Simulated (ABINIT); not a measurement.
Input of an ABINIT 10.8.3 (patched build) run:

File run.abi:

```
# Pseudopotentials
pp_dirpath "./"
pseudos "Al.GGA_PBE-JTH.xml"

# Structure
acell 3*1.0 Angstrom
rprim
    -1.6989500000     1.5643060000     1.6007980000
     1.6309530000    -1.5829090000     1.5514040000
     1.6603660000     1.5443250000    -1.6194010000
ntypat 1
znucl 13
natom 1
typat 1
xred
    -0.0006930000     0.0123870000     0.0058490000
chkprim 0
chksymtnons 0
tolsym 1.0e-6

# Plane-wave basis
ecut 15.0
pawecutdg 30.0

# k points
kptopt 1
ngkpt 12 12 12
nshiftk 1
shiftk 0.0 0.0 0.0

# Exchange and correlation
ixc 11

# Bands and occupations
nband 6
occopt 3
tsmear 0.00183747

# SCF cycle
nstep 100
tolvrs 1.0e-9

# Output
iomode 3
prtwf 0
prteig 0
prtebands 0
enunit 2
prtden 1
prtvha 1
prtvclmb 1
prtpot 1
```

Potentials or basis: JTH PAW PBE v2.0.

Run with:

```console
$ abinit run.abi > log 2>&1
```

**Question.** What does it give for the band gap on the k mesh?

**Answer.** None (metal or under the smearing width).

**Question.** Predict the pressure.

**Answer.** 3.8 GPa.

Stress tensor (GPa, compression positive):
```
4.93 0.46 1.41
0.46 3.23 0.59
1.41 0.59 3.26
```
